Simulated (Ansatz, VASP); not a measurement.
Given: the input of a run of Ansatz 0.2.0 on AlRu.

The input input.yaml:

```yaml
crystal:
  lattice:
    - [3.0114124979, 0.0, 0.0]
    - [0.0, 3.0114124979, 0.0]
    - [0.0, 0.0, 3.0114124979]
  atoms:
    - { symbol: Ru, position: [0.5, 0.5, 0.5] }
    - { symbol: Al, position: [0.0, 0.0, 0.0] }
kpoints:
  mp_grid: { grid: [9, 9, 9] }
scf:
  occupations: { method: fermi_dirac, width: 0.05 }
hamiltonian:
  xc: pbe
  pseudopotentials: { kind: all_electron, lapw: { basis_error: 0.0005 } }
output:
  forces: true
  stress: true
  eigenvalues: true
```

Potentials or basis: all-electron LAPW, scalar-relativistic.

The run is started by

```console
$ ansatz run input.yaml --threads 1 --pin off --max-ram 3072MiB --backend cpu --events-out ev --progress --plain --runs-dir out
```

Problem. Translate it to VASP 6.6.1. Potentials there: VASP PAW PBE potentials, release 64 (Ru_pv, Al).

Solution. As run (the cutoff follows the program's own potentials):

Contents of INCAR:

```
PREC = Accurate ; ENCUT = 520
EDIFF = 1E-7 ; ISMEAR = -1
SIGMA = 0.05 ; LREAL = False
LASPH = True ; NELM = 100
ALGO = Normal ; ISIF = 2
LWAVE = False ; LCHARG = True
GGA = PE ; LELF = True
LVHAR = True ; NBANDS = 16
```

KPOINTS

```
Automatic mesh
0
Gamma
  9 9 9
```

POSCAR

```
AlRu
1.0
    3.0114124979      0.0000000000      0.0000000000
    0.0000000000      3.0114124979      0.0000000000
    0.0000000000      0.0000000000      3.0114124979
Ru Al
1 1
Direct
    0.5000000000      0.5000000000      0.5000000000
    0.0000000000      0.0000000000      0.0000000000
```

Potentials or basis: VASP PAW PBE potentials, release 64 (Ru_pv, Al).

Launch:

```console
$ cat potpaw_PBE.64/Ru_pv/POTCAR potpaw_PBE.64/Al/POTCAR > POTCAR
$ mpirun -np 1 vasp_std > vasp.out
```

Both were run:

|  | VASP | Ansatz | Ansatz less VASP |
| --- | --- | --- | --- |
| gap on the k mesh at the Fermi level (eV) | none | none | - |
| pressure (GPa) | -1.6 | -1.6 | 0.00 |

A gap of «none» marks a metal or a gap that the smearing closes. Ansatz ran all-electron here, so the differences hold the error of VASP's frozen core and of both bases.
